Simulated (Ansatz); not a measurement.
The system is FeGe.

```
Ge Fe
1.0
     4.99760    0.00000    0.00000
    -2.49880    4.32805    0.00000
     0.00000    0.00000    4.11576
Ge Fe
3 3
Direct
  0.66667 0.33333 0.50000
  0.33333 0.66667 0.50000
  0.00000 0.00000 0.00000
  0.00000 0.50000 0.00000
  0.50000 0.50000 0.00000
  0.50000 0.00000 0.00000
```

The cell is a database's computed one.

Base run:

```yaml
Program: Ansatz 0.2.0
Functional: PBEsol
Potentials_or_basis: all-electron LAPW, scalar-relativistic
Cutoff: 303 eV
Density_cutoff: 1211 eV
Basis_error_allowed: 0.001 eV/atom
k_mesh: 6 × 6 × 7
Occupations: fermi-dirac, width 0.05 eV
Spin: collinear spin, ferromagnetic start
Starting_moments: "[0.0, 0.0, 0.0, 3.0, 3.0, 3.0] μB"
```

Its results: pressure -10.2 GPa; net moment 4.27 μB per cell; site moments Ge -0.05, -0.09; Fe +1.52 μB.

**Question.** The run is repeated on the same cell with these changes: functional from PBEsol to LDA; basis error allowed from 0.001 eV/atom to 0.002 eV/atom. What comes out?

**Answer.** Pressure -14.7 GPa; net moment 4.06 μB per cell; site moments Ge -0.05, -0.07; Fe +1.44 μB.

Not every run made on this cell is shown here.
